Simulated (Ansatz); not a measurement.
# Levels of theory for In2O3 (A-La2O3 type)

All numbers come from Ansatz 0.2.0. Simulation only: non-magnetic, and no claim that this is the phase found in nature.

Structure: In2O3, A-La2O3 type, at its r2SCAN minimum. The symmetry is P-3m1 (No. 164, trigonal); conventional cell a = 3.420 Å, c = 6.096 Å, 12.35 Å³ an atom. Around In lie 7 O at 2.08–2.54 Å; around O lie 6 In at 2.45 Å; around O lie 4 In at 2.08–2.54 Å.

```
In O
1.0
     3.41981    0.00000    0.00000
    -1.70991    2.96165    0.00000
     0.00000    0.00000    6.09637
In O
2 3
Direct
  0.33333 0.66667 0.23708
  0.66667 0.33333 0.76292
  0.00000 0.00000 0.00000
  0.33333 0.66667 0.65424
  0.66667 0.33333 0.34576
```

Relaxed lattice by functional, symmetry kept:
```json
{"functional": "PBE", "k mesh": "12×12×4", "a (Å)": "3.434", "c (Å)": "6.364", "volume (Å³/atom)": "13.00"}
{"functional": "r2SCAN", "k mesh": "12×12×4", "a (Å)": "3.420", "c (Å)": "6.096", "volume (Å³/atom)": "12.35"}
{"functional": "PBEsol", "k mesh": "12×12×4", "a (Å)": "3.419", "c (Å)": "6.097", "volume (Å³/atom)": "12.34"}
{"functional": "LDA", "k mesh": "12×12×4", "a (Å)": "3.398", "c (Å)": "5.963", "volume (Å³/atom)": "11.92"}
```

On this one geometry the levels give:
```json
{"level": "LDA", "k mesh": "12×12×4", "gap (eV)": "0.68", "kind": "indirect", "edges": "(0, 0.245, -0.208) → Γ", "least direct gap (eV)": "0.70"}
{"level": "PBE+SOC", "k mesh": "12×12×4", "gap (eV)": "0.79", "kind": "indirect", "edges": "(0, 0.245, -0.208) → Γ", "least direct gap (eV)": "0.80"}
{"level": "r2SCAN", "k mesh": "12×12×4", "gap (eV)": "1.30", "kind": "indirect", "edges": "(0, 0.245, -0.208) → Γ", "least direct gap (eV)": "1.32"}
```
PBE+SOC: smearing of 0.02 eV; the others have fixed occupations.
Wave cutoffs: 420 eV, 500 eV (r2SCAN).
Points off the special ones are mesh points or PBE's searched band edges, reused at the other levels. PBE's own run along the path (0.79 eV) came before the search for the edges and missed one, so it isn't listed. Set aside, since their points miss a band edge that the other levels read or their mesh is too coarse: HSE06, DDH-PBE0, PBE0, r2SCAN0.

With r2SCAN the valence top lies at k = (0, 0.245, -0.208) and the conduction bottom at Γ, 1.30 eV higher; the smallest vertical gap, at Γ, is 1.32 eV. Least and direct gap differ so little that the kind isn't settled.

Direct and least gap lie within 0.04 eV at some levels, so the kind of gap isn't settled.

r2SCAN (ground state on 9×9×4): ε∞: 5.02 along x and y, 4.90 along z. Born charges, averaged over directions: In +3.42, O -2.47 to -2.18 e. The program notes that the ground state's band table doesn't vouch for all the bands that the response reads. PBE (ground state on 9×9×4): The clamped-ion dielectric constant comes out as 5.67 along x and y, 5.93 along z. Born charges, averaged over directions: In +3.43, O -2.48 to -2.19 e. The program notes that the ground state's band table doesn't vouch for all the bands that the response reads.

On the PBEsol cell (a = 3.419 Å, c = 6.097 Å), with PBEsol: All optical modes at Γ are real, from 100 to 515 cm⁻¹ without the longitudinal term; this says nothing of other wave vectors. With the long-range field the highest mode reaches 598 cm⁻¹. The program warns that the force constants, and all that is formed from them, aren't settled on this k mesh. The clamped-ion dielectric constant comes out as 5.82 along x and y, 6.23 along z. With the ions relaxed, ε⁰ is 35.6 along x and y, 43.8 along z. Born charges, averaged over directions: In +3.43, O -2.49 to -2.19 e. The program notes that the ground state's band table doesn't vouch for all the bands that the response reads.

Only the levels marked +SOC include spin-orbit coupling.

Coordinates of k points refer to the reciprocal vectors of the primitive cell of the runs.
